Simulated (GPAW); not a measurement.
# GaAs (F-43m) in GPAW: single point with LDA

Aim: the single point of GaAs with LDA.

All numbers are computed with GPAW 26.7.0; they aren't measurements. Logs are shortened: lines on timing, memory, paths and dates and some standing lists are left out, and cuts for length are marked. The log counts tension as positive stress, the text compression.

**Experimental background.**

From “Evidence of valence band perturbations in GaAsN/GaAs(001): A combined variable-angle spectroscopic ellipsometry and modulated photoreflectance investigation”, 2008, arxiv:0805.2212, for a bulk crystal of GaAs at 300 K: band gap 1.418 ± 0.005 eV (direct).

The results are compared with them further down.

## (1) The crystal as given

It takes space group F-43m (No. 216, cubic). The conventional cell has a = 5.654 Å, b = 5.654 Å, c = 5.654 Å, α = 90.00°, β = 90.00°, γ = 90.00°. As (site symmetry -43m) is surrounded by 4 Ga at 2.45 Å. Around Ga (site symmetry -43m) lie 4 As at 2.45 Å.

## (2) Single point, LDA

Contents of run.py:

```python
from ase import Atoms
from ase.dft.bandgap import bandgap
from ase.io import write
from ase.units import GPa
from gpaw import GPAW, PW

atoms = Atoms(['As', 'Ga'],
              cell=[[0.0, 2.82685, 2.82685],
                    [2.82685, 0.0, 2.82685],
                    [2.82685, 2.82685, 0.0]],
              scaled_positions=[[0.75, 0.75, 0.75],
                                [0.0, 0.0, 0.0]],
              pbc=True)

calc = GPAW(mode=PW(450),
            xc='LDA',
            kpts={'size': (7, 7, 7), 'gamma': True},
            occupations={'name': 'fermi-dirac', 'width': 0.05},
            nbands=11,
            maxiter=120,
            txt='gpaw.txt')
atoms.calc = calc
energy = atoms.get_potential_energy()
forces = atoms.get_forces()
stress = atoms.get_stress()
calc.write('gs.gpw')
write('result.traj', atoms)
print(f'Energy: {energy:.6f} eV')
print('Forces (eV/A):')
print(forces.round(4))
print('Stress (GPa):', (stress / GPa).round(3))
print('Fermi level:', round(calc.get_fermi_level(), 4), 'eV')
print(f'Gap: {bandgap(calc)[0]:.4f} eV, direct: {bandgap(calc, direct=True)[0]:.4f} eV')
```

Potentials or basis: the program's PAW data sets (release 1.2.1) made for this functional, pw.

The run is started by

```console
$ OMP_NUM_THREADS=1 python run.py
```

gpaw.txt:

```text
__  _  _
 | _ |_)|_||  |
 |__||  | ||/\| - 26.7.0

Input parameters:
  mode=PW(ecut=450.00000000000006),
  kpts=MonkhorstPack(size=(7, 7, 7), gamma=True),
  maxiter=120,
  nbands=11,
  occupations=Occupations(name='fermi-dirac', width=0.05),
  xc=XC(name='LDA')

Diagonalizing LCAO Hamiltonian
Converting LCAO to pw mode

                    As

       Ga

Atoms  # Å, Bohr magnetons
|   | symbol |        x |        y |        z |    initial magnetic moments |
|---|--------|----------|----------|----------|-----------------------------|
| 0 |     As | 4.240275 | 4.240275 | 4.240275 | ( 0.0000,  0.0000,  0.0000) |
| 1 |     Ga | 0.000000 | 0.000000 | 0.000000 | ( 0.0000,  0.0000,  0.0000) |

Unit cell  # Å
| periodic |        x |        y |        z |  lengths |    angles |
|----------|----------|----------|----------|----------|-----------|
|      yes | 0.000000 | 2.826850 | 2.826850 | 3.997770 | 60.000000 |
|      yes | 2.826850 | 0.000000 | 2.826850 | 3.997770 | 60.000000 |
|      yes | 2.826850 | 2.826850 | 0.000000 | 3.997770 | 60.000000 |

Number of symmetries: 24
Symmetry operations  # r_c * U_cc + t_c -> r_c
|    | kind |            matrix            |
|----|------|------------------------------|
|  0 |  E   |  1, 0, 0,  0, 1, 0,  0, 0, 1 |
|  1 |  σ   |  1, 0, 0,  0, 0, 1,  0, 1, 0 |
|  2 |  σ   |  1, 0,-1,  0, 1,-1,  0, 0,-1 |
|  3 |  C3  |  1, 0,-1,  0, 0,-1,  0, 1,-1 |
|  4 |  C3  |  1,-1, 0,  0,-1, 1,  0,-1, 0 |
|  5 |  σ   |  1,-1, 0,  0,-1, 0,  0,-1, 1 |
|  6 |  σ   |  0, 1, 0,  1, 0, 0,  0, 0, 1 |
|  7 |  C3  |  0, 1, 0,  0, 0, 1,  1, 0, 0 |
|  8 |  C2  |  0, 1,-1,  1, 0,-1,  0, 0,-1 |
|  9 |  S4  |  0, 1,-1,  0, 0,-1,  1, 0,-1 |
| 10 |  C3  |  0, 0, 1,  1, 0, 0,  0, 1, 0 |
| 11 |  σ   |  0, 0, 1,  0, 1, 0,  1, 0, 0 |
| 12 |  S4  |  0, 0,-1,  1, 0,-1,  0, 1,-1 |
| 13 |  C3  |  0, 0,-1,  0, 1,-1,  1, 0,-1 |
| 14 |  S4  |  0,-1, 1,  1,-1, 0,  0,-1, 0 |
| 15 |  C2  |  0,-1, 1,  0,-1, 0,  1,-1, 0 |
| 16 |  C3  |  0,-1, 0,  1,-1, 0,  0,-1, 1 |
| 17 |  S4  |  0,-1, 0,  0,-1, 1,  1,-1, 0 |
| 18 |  S4  | -1, 1, 0, -1, 0, 1, -1, 0, 0 |
| 19 |  C3  | -1, 1, 0, -1, 0, 0, -1, 0, 1 |
| 20 |  C3  | -1, 0, 1, -1, 1, 0, -1, 0, 0 |
| 21 |  S4  | -1, 0, 1, -1, 0, 0, -1, 1, 0 |
| 22 |  σ   | -1, 0, 0, -1, 1, 0, -1, 0, 1 |
| 23 |  C2  | -1, 0, 0, -1, 0, 1, -1, 1, 0 |

BZ-sampling:
  Number of BZ points: 343
  Number of IBZ points: 20

  Monkhorst-Pack size: [7, 7, 7]
  Monkhorst-Pack shift: [0, 0, 0]

K-points  # in reciprocal-cell coordinates
|     |                                coordinates |     weight |
|-----|--------------------------------------------|------------|
|   0 | (  0.00000000,   0.00000000,   0.00000000) | 0.00291545 |
|   1 | (  0.14285714,   0.14285714,   0.00000000) | 0.01749271 |
|   2 | (  0.14285714,   0.14285714,   0.14285714) | 0.02332362 |
|   3 | (  0.28571429,   0.14285714,   0.14285714) | 0.03498542 |
|   4 | (  0.28571429,   0.28571429,   0.00000000) | 0.01749271 |
|   5 | (  0.28571429,   0.28571429,   0.14285714) | 0.06997085 |
|   6 | (  0.28571429,   0.28571429,   0.28571429) | 0.02332362 |
|   7 | (  0.42857143,  -0.28571429,  -0.28571429) | 0.03498542 |
|   8 | (  0.42857143,   0.28571429,  -0.42857143) | 0.13994169 |
|   9 | (  0.42857143,   0.28571429,  -0.28571429) | 0.06997085 |
| ... |                                            |            |
|  19 | (  0.42857143,   0.42857143,   0.42857143) | 0.02332362 |

Plane wave coefficients: 990
Cutoff: 450.00000000000006 eV

Spin-components: 1 (collinear spins)
Bands:           11
Projectors:      10
Spin-degeneracy: 2
Datatype:        complex128

Parallelization:
  kpt:    1
  domain: 1
  band:   1

Density:
  Valence electrons: 8.0
  Components: 1
  Grid points: [20 20 20]
  Charge: 0.0  # |e|

Potential:
  Grid points: [20 20 20]

species:
  As:
    name:    Arsenic
    Z:       33.0
    valence: 5
    core:    28
    charge:  0.0  # [|e|]
    compensation charges:
      type: gauss
      rc: 0.33  # [Å]
      lmax: 2
    cutoffs:
      filter: 1.87  # [Å]
      core: 2.96  # [Å]
    projectors
    | kind |    occ | energy [eV] | rcut [Å] |
    |------|--------|-------------|----------|
    |   4s |  2.000 |     -14.691 |    1.058 |
    |   4p |  3.000 |      -5.342 |    1.058 |
    |    s |        |      12.520 |    1.058 |
    |    p |        |      21.869 |    1.058 |
    |    d |        |       0.000 |    1.058 |

    Using partial waves for As as LCAO basis

  Ga:
    name:    Gallium
    Z:       31.0
    valence: 3
    core:    28
    charge:  0.0  # [|e|]
    compensation charges:
      type: gauss
      rc: 0.37  # [Å]
      lmax: 2
    cutoffs:
      filter: 2.06  # [Å]
      core: 4.17  # [Å]
    projectors
    | kind |    occ | energy [eV] | rcut [Å] |
    |------|--------|-------------|----------|
    |   4s |  2.000 |      -9.167 |    1.164 |
    |   4p |  1.000 |      -2.734 |    1.164 |
    |    s |        |      18.045 |    1.164 |
    |    p |        |      24.478 |    1.164 |
    |    d |        |       0.000 |    1.164 |

    Using partial waves for Ga as LCAO basis

Reference energy: -114227.963927  # eV

eigensolver:
  PPCG
  Converge bands: occupied
  niter=2

density mixing:
  MSR1-Mixer
  Pratt-step length: 0.05
  Maximum mixing coefficient: 0.75
  Old densities: 10
  SVD Regularization: 0.005
  Good broyden scale: 1.0
  Trust region scale: 1.0
  Backstep threshold: 4.0
  History deletion threshold: 6.0
  Fourier metric: weight=20.0, sigma=0.015

occupation numbers:
  Fermi-Dirac:
    width: 0.0500  # eV

poisson solver:
  ecut: 3600.0000000000005  # eV

xc functional:
  name: None

convergence criteria:
- Maximum [total energy] change in last 3 cyles: 0.0005 eV / valence electron
- Maximum integral of absolute [dens]ity change: 0.0001 electrons / valence electron
- Maximum integral of absolute [eigenst]ate change: 4e-08 eV^2 / valence electron
maximum number of iterations: 120

SCF iterations
|iter     | |      energy | eigst |  dens |
|---------|-|-------------|-------|-------|
|iter:   1| |   -9.741659 | -0.65 |       |
|iter:   2| |   -9.719465 | -3.03 | -0.90 |
|iter:   3| |   -9.604858 | -2.32 | -0.93 |
|iter:   4| |   -9.602770 | -3.82 | -1.55 |
|iter:   5| |   -9.602599c| -4.97 | -2.11 |
|iter:   6| |   -9.602595c| -6.06 | -2.88 |
|iter:   7| |   -9.602595c| -7.76c| -3.62 |
|iter:   8| |   -9.602595c| -7.95c| -4.08c|

Converged in 8 steps
Energy contributions relative to reference atoms: (reference = -114227.963927)

Energy contributions:
  Kinetic:          26.352632
  Coulomb:         -23.520685
  Zero:              0.020433
  External:          0.000000
  Xc:              -12.454914
  Entropy:          -0.000125
  Spinorbit:         0.000000
  ----------------------------
  Free energy:      -9.602657
  Extrapolated:     -9.602595

dipole moment: (-11.033568, -11.033568, -11.033568)  # |e|*Ang

Fermi level: 4.823
Eigenvalues  # (at kpt = [0.000, 0.000, 0.000])
| band index |      eig [eV] | occ [0-2] |
|------------|---------------|-----------|
|          0 |        -8.140 |     2.000 |
|          1 |         4.613 |     1.970 |
|          2 |         4.613 |     1.970 |
|          3 |         4.613 |     1.970 |
|          4 |         4.975 |     0.091 |
|          5 |         8.336 |     0.000 |
|          6 |         8.336 |     0.000 |
|          7 |         8.336 |     0.000 |
|          8 |        12.022 |     0.000 |
|          9 |        14.770 |     0.000 |
|         10 |        14.771 |     0.000 |

Gap: 0.361 eV
Transition (v -> c):
  (s=0, k=0, n=3, [0.00, 0.00, 0.00]) -> (s=0, k=0, n=4, [0.00, 0.00, 0.00])
No difference between direct/indirect transitions

Forces  # eV/Ang
|        x |        y |        z |
|----------|----------|----------|
|  0.00000 | -0.00000 | -0.00000 |  # As   0
| -0.00000 |  0.00000 | -0.00000 |  # Ga   1

Stress tensor  # eV/Ang^3
|        x |        y |        z |
|----------|----------|----------|
| 0.005474 | 0.000000 | 0.000000 |
| 0.000000 | 0.005474 | 0.000000 |
| 0.000000 | 0.000000 | 0.005474 |

# Writing to gs.gpw (mode='')
```

Run time: 13 s. Hardware: 1 thread of Intel Xeon at 2.50GHz (Skylake/Cascade Lake), shared host; peak memory 0.13 GiB.

What came out:

```
Free energy            : -9.6027 eV
Pressure               : -0.9 GPa
Band gap on the k mesh : 0.36 eV, direct
```

Levels at points of the mesh, in eV from the valence-band top:
```tsv
k point	band 2	band 3	band 4	band 5	band 6	band 7
(0.00, 0.00, 0.00)	0.00	0.00	0.00	0.36	3.72	3.72
```

Caveat: the cutoff is short for stress and forces, so pressures can be off by a GPa or more.

## (3) Against experiment

Step 2. A measured gap of GaAs is 1.418 eV (direct; 300 K; “Evidence of valence band perturbations in GaAsN/GaAs(001): A combined variable-angle spectroscopic ellipsometry and modulated photoreflectance investigation”, 2008, arxiv:0805.2212); the calculated 0.36 eV misses it by -1.06 eV. So large a miss can be the level of theory's own, or it may mean another phase, state or a wrong row. 3 values of this kind are on record (1.412 to 1.51 eV); this one was drawn at random among those near their median, those with a stated uncertainty first. Spin-orbit coupling on As, Ga is left out. The value is that of LDA, without temperature or zero-point motion. Semilocal functionals fall short of measured gaps as a rule.
